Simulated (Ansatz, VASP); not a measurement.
## BN in VASP and in Ansatz

```xyz
4
Lattice="2.5064 0.0000 0.0000 -1.2532 2.1706 0.0000 0.0000 0.0000 6.6156" Properties=species:S:1:pos:R:3 pbc="T T T"
B     0.0000    1.4471    1.6539
B     1.2532    0.7235    4.9617
N     0.0000    1.4471    4.9617
N     1.2532    0.7235    1.6539
```

Alike in both runs: functional PBE; dispersion D3(BJ); k mesh 12 × 12 × 4; no spin polarisation.

Ansatz relaxed the structure, and its values are those at the end. VASP's run is a single point on that final structure, the one shown.

|  | VASP | Ansatz |
| --- | --- | --- |
| version | VASP 6.6.1 | Ansatz 0.2.0 |
| potentials or method | VASP PAW PBE potentials, release 64 (B, N) | scalar-relativistic, plane waves, PAW |
| plane-wave cutoff (eV) | 520 | 420 |
| occupations | gaussian, width 0.01 eV | fixed |
| valence electrons in the cell | 16 | 16 |

|  | VASP | Ansatz | Ansatz less VASP |
| --- | --- | --- | --- |
| gap on the k mesh at the Fermi level (eV) | 4.27 | 4.27 | +0.007 |
| least direct gap on the mesh (eV) | 4.63 | 4.64 | +0.003 |
| pressure (GPa) | 0.1 | 0.0 | -0.07 |
| dispersion energy (meV/atom) | -141.5 | -141.5 | -0.02 |

A k mesh can miss the band edges.
